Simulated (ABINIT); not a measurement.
# MgO (Fm-3m): G0W0 in ABINIT against the bands in the screening, part 2 of 2

Aim: move the bands in the screening of a G0W0 run on MgO (Fm-3m) over a wide range.

ABINIT 10.8.3; PBE and many-body steps on it, plane waves. Known limits of the many-body steps: not at the basis limit.

So far. Step 2 (Screening, 6×6×6 mesh, 16 bands, screening to 261.2 eV): Local fields lower ε∞ by 6 %. Step 5 (27 bands): The gap on the mesh goes from 4.89 eV to 7.23 eV, a correction of +2.34 eV.

### Step 7. 92 bands

This step: G0W0 on PBE, plane waves, norm-conserving pseudopotentials.

The input, run.abi:

```
acell 3*1.0 Angstrom
rprim 
  -0.000000000000 2.097001392700 2.097001392700
  2.097001392700 0.000000000000 2.097001392700
  2.097001392700 2.097001392700 0.000000000000
ntypat 2
znucl 12 8
natom 2
typat 1 2
xred 
  0.000000000000 0.000000000000 0.000000000000
  0.500000000000 0.500000000000 0.500000000000
pp_dirpath "pseudos"
pseudos "Mg.upf, O.upf"
ecut 38
ngkpt 6 6 6
nshiftk 1
shiftk 0 0 0
kptopt 1
chksymbreak 0
istwfk *1
occopt 1
irdwfk 1
optdriver 4
nband 92
gwcalctyp 0
ecutsigx 38
symsigma 1
nkptgw 1
kptgw 
  0.0000000000 0.0000000000 0.0000000000
bdgw 
  6 12
ecuteps 9.6
irdscr 1
ppmodel 1
indata_prefix "in"
outdata_prefix "out"
tmpdata_prefix "tmp"
```

Command:

```console
$ OMP_NUM_THREADS=1 mpirun -n 8 abinit run.abi > log
```

What it wrote:

```text
.Version 10.8.3 of ABINIT. v10.8.2 released Aug 2026.

 Symmetries : space group Fm -3 m (#225); Bravais cF (face-center cubic)
[... echo of the input left out ...]
== DATASET  1 ==================================================================
-   mpi_nproc: 8, omp_nthreads: 1 (-1 if OMP is not activated)

--- !DatasetInfo
iteration_state: {dtset: 1, }
dimensions: {natom: 2, nkpt: 16, mband: 92, nsppol: 1, nspinor: 1, nspden: 1, mpw: 1411, }
cutoff_energies: {ecut:  38.0, pawecutdg:  -1.0, }
[...]
10  20.877  -9.643  -3.728  -4.605   0.860  -0.162  -8.516   1.127  22.004
       11  20.877  -9.643  -3.728  -4.605   0.860  -0.162  -8.516   1.127  22.004
       12  20.877  -9.643  -3.728  -4.605   0.860  -0.162  -8.516   1.127  22.004

== END DATASET(S) ==============================================================
================================================================================

 -outvars: echo values of variables after computation  --------
           etotal      0.0000000000E+00
            nband          92
             nkpt          16
          spgroup         225
 [... the other variables as echoed above ...]

 Calculation completed.
```

The job ended after 3.1 s (8 MPI ranks of Intel Xeon 6975P-C (Granite Rapids), shared host; peak memory 0.83 GiB).

Numbers from this step:

```
G0W0 gap on the points computed              : 7.201 eV
starting gap on the mesh                     : 4.895 eV
k of the valence top                         : 0, 0, 0
k of the conduction bottom                   : 0, 0, 0
least direct G0W0 gap on the computed points : 7.201 eV
```

Against the run before, the gap moves by −0.031 eV.

### Step 8. Screening, 6×6×6 mesh, 204 bands, screening to 261.2 eV

This step: RPA screening on PBE, plane waves, norm-conserving pseudopotentials.

run.abi, as its differences from that of step 7:

```diff
@@ -23,15 +23,8 @@
 irdwfk 1
-optdriver 4
-nband 92
-gwcalctyp 0
-ecutsigx 38
-symsigma 1
-nkptgw 1
-kptgw 
-  0.0000000000 0.0000000000 0.0000000000
-bdgw 
-  6 12
+optdriver 3
+nband 204
 ecuteps 9.6
-irdscr 1
-ppmodel 1
+inclvkb 2
+awtr 1
+symchi 1
 indata_prefix "in"
```

What it wrote:

```text
.Version 10.8.3 of ABINIT. v10.8.2 released Aug 2026.

 Symmetries : space group Fm -3 m (#225); Bravais cF (face-center cubic)
[... echo of the input left out ...]
== DATASET  1 ==================================================================
-   mpi_nproc: 8, omp_nthreads: 1 (-1 if OMP is not activated)

--- !DatasetInfo
iteration_state: {dtset: 1, }
dimensions: {natom: 2, nkpt: 16, mband: 204, nsppol: 1, nspinor: 1, nspden: 1, mpw: 1411, }
cutoff_energies: {ecut:  38.0, pawecutdg:  -1.0, }
[...]
--------------------------------------------------------------------------------
[... chi0 elements left out ...]
 For q-point:  0.000010 0.000020 0.000030
  dielectric constant =   3.0196
  dielectric constant without local fields =   3.2388

  Average fulfillment of the sum rule on Im[epsilon] for q-point    1 :     92.25  [%]
[... wings left out ...]
  q-point number  2        q = ( 0.166667, 0.000000, 0.000000) [r.l.u.]
--------------------------------------------------------------------------------
[... chi0 elements left out ...]
  Average fulfillment of the sum rule on Im[epsilon] for q-point    2 :    101.24  [%]

 [... 14 further q-points ...]
```

Run time: 58 s. Hardware: 8 MPI ranks; peak memory 1.9 GiB; 7.6 min of CPU time.

This step gave:

```yaml
eps_infinity_with_local_fields_on_this_mesh_along_the_program_s_q_direction: 3.020
the_same_without_local_fields: 3.239
plasma_frequency: 34.59 eV
plane_waves_in_the_screening_matrix: 169
```

### Step 9. 204 bands

This step: G0W0 on PBE, plane waves, norm-conserving pseudopotentials.

run.abi, as its differences from that of step 8:

```diff
@@ -23,8 +23,15 @@
 irdwfk 1
-optdriver 3
-nband 204
+optdriver 4
+nband 92
+gwcalctyp 0
+ecutsigx 38
+symsigma 1
+nkptgw 1
+kptgw 
+  0.0000000000 0.0000000000 0.0000000000
+bdgw 
+  6 12
 ecuteps 9.6
-inclvkb 2
-awtr 1
-symchi 1
+irdscr 1
+ppmodel 1
 indata_prefix "in"
```

What it wrote:

```text
.Version 10.8.3 of ABINIT. v10.8.2 released Aug 2026.

 Symmetries : space group Fm -3 m (#225); Bravais cF (face-center cubic)
[... echo of the input left out ...]
== DATASET  1 ==================================================================
-   mpi_nproc: 8, omp_nthreads: 1 (-1 if OMP is not activated)

--- !DatasetInfo
iteration_state: {dtset: 1, }
dimensions: {natom: 2, nkpt: 16, mband: 92, nsppol: 1, nspinor: 1, nspden: 1, mpw: 1411, }
cutoff_energies: {ecut:  38.0, pawecutdg:  -1.0, }
[...]
10  20.877  -9.643  -3.728  -4.642   0.864  -0.157  -8.543   1.100  21.977
       11  20.877  -9.643  -3.728  -4.642   0.864  -0.157  -8.543   1.100  21.977
       12  20.877  -9.643  -3.728  -4.642   0.864  -0.157  -8.543   1.100  21.977

== END DATASET(S) ==============================================================
================================================================================

 -outvars: echo values of variables after computation  --------
           etotal      0.0000000000E+00
            nband          92
             nkpt          16
          spgroup         225
 [... the other variables as echoed above ...]

 Calculation completed.
```

It took 3 s on 8 MPI ranks; peak memory 0.16 GiB.

Numbers from this step:

| Quantity | Value |
| --- | --- |
| G0W0 gap on the points computed | 7.203 eV |
| starting gap on the mesh | 4.895 eV |
| k of the valence top | 0, 0, 0 |
| k of the conduction bottom | 0, 0, 0 |
| least direct G0W0 gap on the computed points | 7.203 eV |

Against the run before, the gap moves by +0.002 eV.

### Step 10. Side by side

Times are wall times on 8 MPI ranks of Intel Xeon 6975P-C (Granite Rapids), shared host, good to a factor of about two. A run's time includes the screening step that it read.

| run | mesh | bands | screening cutoff (eV) | DFT gap (eV) | gap on the mesh (eV) | direct (eV) | ε∞ used | time |
| --- | --- | --- | --- | --- | --- | --- | --- | --- |
| 16 bands | 6×6×6 | 92 | 261.2 | 4.895 | 7.408 | 7.408 | 2.94 | 6.8 s |
| 27 bands | 6×6×6 | 92 | 261.2 | 4.895 | 7.232 | 7.232 | 2.98 | 12 s |
| 92 bands | 6×6×6 | 92 | 261.2 | 4.895 | 7.201 | 7.201 | 3.02 | 30 s |
| 204 bands | 6×6×6 | 92 | 261.2 | 4.895 | 7.203 | 7.203 | 3.02 | 61 s |

### Step 11. Results

- 16 bands: 7.408 eV
- 27 bands: 7.232 eV
- 92 bands: 7.201 eV
- 204 bands: 7.203 eV
- known limits: not at the basis limit

In words: The setting moved: bands in the screening. From 16 bands to 204 bands the gap moves by −0.20 eV, for 8.8 times the time. It holds to 0.03 eV from 27 bands on. Bands and screening cutoff are coupled, so a series along one setting does not show full convergence. Bands and cutoff are finite, so the gap is not at the basis limit. The miss can reach some tenths of an eV and take either sign; the mesh is an error of its own. In the G0W0 runs levels were corrected at 1 k point alone, so a gap called «on the mesh» is the least over those, and an edge elsewhere would be missed.

[Paths, hosts, dates, memory and timing lines, banners, echoed tables and standing remarks are left out of the program output.]

[Logs are printed without paths, hosts, clocks, repeated set-up lines and the standing remarks that a program may print on its own settings, such as how far it seeks lower states.]

[Runs of the session that timed out or met a known fault of the program may be left out.]

[Hosts, paths, dates, database ids (printed as entryN), source tags and the programs' standing remarks are cut or masked in the printed files.]

[G0W0 gaps are taken among the corrected bands and points alone; a level outside them can change the order at an edge.]

[Where Ansatz stands beside ABINIT at settings called matched, ABINIT's density can come from a denser mesh and the files from another edition; pairs whose starting gaps differed by over 0.03 eV were left out, so agreement reads better than it is.]
